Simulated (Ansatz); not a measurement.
Input, command and steps of an Ansatz relaxation.

```yaml
crystal:
  lattice:
    - [3.9004807247, 0.0, 0.0]
    - [0.0, 3.9004807247, 0.0]
    - [0.0, 0.0, 8.4610641151]
  atoms:
    - { symbol: Ti, position: [0.0, 0.0, 0.0] }
    - { symbol: Ti, position: [0.5, 0.5, 0.5] }
    - { symbol: Al, position: [0.5, 0.5, 0.0] }
    - { symbol: Al, position: [0.0, 0.5, 0.25] }
    - { symbol: Al, position: [0.5, 0.0, 0.25] }
    - { symbol: Al, position: [0.0, 0.0, 0.5] }
    - { symbol: Al, position: [0.5, 0.0, 0.75] }
    - { symbol: Al, position: [0.0, 0.5, 0.75] }
basis:
  ecutwfc: 500
kpoints:
  mp_grid: { grid: [10, 10, 4] }
hamiltonian:
  xc: r2scan
scf:
  occupations: { method: gaussian, width: 0.1 }
output:
  forces: true
  stress: true
  eigenvalues: true
relax:
  adjacent_minimum: "off"
  f_tol: 0.008
  max_steps: 40
  cell: { stress_tol: 0.015, fix: [a, b, gamma] }
```

```bash
ansatz run input.yaml --threads 1 --pin off --max-ram 2560MiB --backend cpu --events-out ev --progress --plain --runs-dir out
```

These are results of DFT r2SCAN, scalar-relativistic, plane waves, PAW in Ansatz 0.2.0, not measurements.

Of 4 frames 3 are shown, positions in Å and forces in eV/Å; the SCF threshold varies from step to step. Steps run on the plane waves of an earlier cell, with a Pulay correction in the pressure. The basis is chosen afresh for the last frame, the zero of the energies, and at times for earlier ones too; energy and pressure step there, also at an unchanged geometry.

```xyz
8
Lattice="3.9005 0.0000 0.0000 0.0000 3.9005 0.0000 0.0000 0.0000 8.4611" Properties=species:S:1:pos:R:3:forces:R:3 pbc="T T T" step=1 free_energy_over_end_meV_per_atom=0.14 pressure_GPa=-3.06
Ti    0.0000    0.0000    0.0000    0.0000    0.0000    0.0000
Ti    1.9502    1.9502    4.2305    0.0000    0.0000    0.0000
Al    1.9502    1.9502    0.0000    0.0000    0.0000    0.0000
Al    0.0000    1.9502    2.1153    0.0000    0.0000    0.0000
Al    1.9502    0.0000    2.1153    0.0000    0.0000    0.0000
Al    0.0000    0.0000    4.2305    0.0000    0.0000    0.0000
Al    1.9502    0.0000    6.3458    0.0000    0.0000    0.0000
Al    0.0000    1.9502    6.3458    0.0000    0.0000    0.0000
8
Lattice="3.9005 0.0000 0.0000 0.0000 3.9005 0.0000 0.0000 0.0000 8.5176" Properties=species:S:1:pos:R:3:forces:R:3 pbc="T T T" step=2 free_energy_over_end_meV_per_atom=0.12 pressure_GPa=-3.75
Ti    0.0000    0.0000    0.0000    0.0000    0.0000    0.0000
Ti    1.9502    1.9502    4.2588    0.0000    0.0000    0.0000
Al    1.9502    1.9502    0.0000    0.0000    0.0000    0.0000
Al    0.0000    1.9502    2.1294    0.0000    0.0000    0.0000
Al    1.9502    0.0000    2.1294    0.0000    0.0000    0.0000
Al    0.0000    0.0000    4.2588    0.0000    0.0000    0.0000
Al    1.9502    0.0000    6.3882    0.0000    0.0000    0.0000
Al    0.0000    1.9502    6.3882    0.0000    0.0000    0.0000
8
Lattice="3.9005 0.0000 0.0000 0.0000 3.9005 0.0000 0.0000 0.0000 8.4921" Properties=species:S:1:pos:R:3:forces:R:3 pbc="T T T" step=4 free_energy_over_end_meV_per_atom=0.00 pressure_GPa=-3.44
Ti    0.0000    0.0000    0.0000    0.0000    0.0000    0.0000
Ti    1.9502    1.9502    4.2461    0.0000    0.0000    0.0000
Al    1.9502    1.9502    0.0000    0.0000    0.0000    0.0000
Al    0.0000    1.9502    2.1230    0.0000    0.0000    0.0000
Al    1.9502    0.0000    2.1230    0.0000    0.0000    0.0000
Al    0.0000    0.0000    4.2461    0.0000    0.0000    0.0000
Al    1.9502    0.0000    6.3691    0.0000    0.0000    0.0000
Al    0.0000    1.9502    6.3691    0.0000    0.0000    0.0000
```

It took 96 s on 1 thread of Intel(R) Xeon(R) Platinum 8488C (Sapphire Rapids), with other jobs on the host, peak memory 0.79 GiB.